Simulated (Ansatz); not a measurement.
**TiCo3 under changes of volume**

One of the cells (11.384 Å³/atom); the others are scaled copies at fixed shape and fractional positions:

```xyz
4
Lattice="3.5710 0.0000 0.0000 0.0000 3.5710 0.0000 0.0000 0.0000 3.5710" Properties=species:S:1:pos:R:3 pbc="T T T"
Co    1.7855    1.7855    0.0000
Co    1.7855    0.0000    1.7855
Co    0.0000    1.7855    1.7855
Ti    0.0000    0.0000    0.0000
```

| Item | Value |
| --- | --- |
| Program | Ansatz 0.2.0 |
| Functional | PBEsol |
| Potentials or basis | all-electron LAPW, scalar-relativistic |
| Cutoff | 298 eV (chosen from the basis error) |
| Basis error allowed | 0.001 eV/atom |
| k mesh | 8 × 8 × 8 |
| Occupations | fermi-dirac, width 0.05 eV |
| Spin | collinear spin, ferromagnetic start |
| Starting moments | [2.0, 2.0, 2.0, 1.0] μB |

```tsv
volume (Å³/atom)	energy over the lowest point (meV/atom)	pressure (GPa)	moment (μB per cell)
10.701	?	?	?
10.929	0.00	1.0	0.63
11.157	2.01	-3.7	0.77
11.384	8.73	-3.9	2.51
11.612	16.64	-7.5	2.60
11.840	29.71	-10.9	2.66
12.067	47.46	-14.0	2.70
```

Q: What does the run at 10.701 Å³/atom give?

A: Energy over the lowest point 5.05 meV/atom; pressure 6.2 GPa; moment 0.47 μB per cell.

Worked out: A Birch-Murnaghan fit of order 3 (a polynomial in V^(-2/3)) to the other rows has no minimum within the range. It gives -1.29 meV/atom at 10.701 Å³/atom, against the run's 5.05, and -dE/dV = -0.5 GPa, against 6.2. The moment follows no smooth curve through the other rows.

Energies are extrapolated to zero smearing.

Caveats: the starting moments weren't kept.

The runs don't all hold the same shells in valence.
